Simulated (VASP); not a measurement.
A run of VASP 6.6.1 is set up as follows.

File INCAR:

```
SYSTEM = Sb
  PREC = Accurate
  ENCUT = 520
  EDIFF = 1E-6
  ISMEAR = 0
  SIGMA = 0.1
  LREAL = .False.
  LASPH = .True.
  NELM = 100
  ALGO = Normal
  ISIF = 2
  LWAVE = .False.
  LCHARG = .False.
  GGA = PE
  NBANDS = 8
```

The input KPOINTS:

```
Automatic mesh
0
Gamma
  6 6 6
  0 0 0
```

File POSCAR:

```
Sb
1.0
    0.0000000000      2.4388720004      2.4388720004
    2.4388720004      0.0000000000      2.4388720004
    2.4388720004      2.4388720004      0.0000000000
Sb
1
Direct
    0.0000000000      0.0000000000      0.0000000000
```

Potentials or basis: VASP PAW PBE potentials, release 64 (Sb).

The run is started by

```sh
$ cat potpaw_PBE.64/Sb/POTCAR > POTCAR
$ mpirun -np 1 vasp_std > vasp.out
```

(1) Estimate the pressure.

(2) Predict the band gap on the k mesh.

Results:

(1) -2.8 GPa.

(2) none (metal or under the smearing width).

Caveat: the k mesh is coarse (spacing up to 0.37 Å⁻¹), so the values aren't converged.
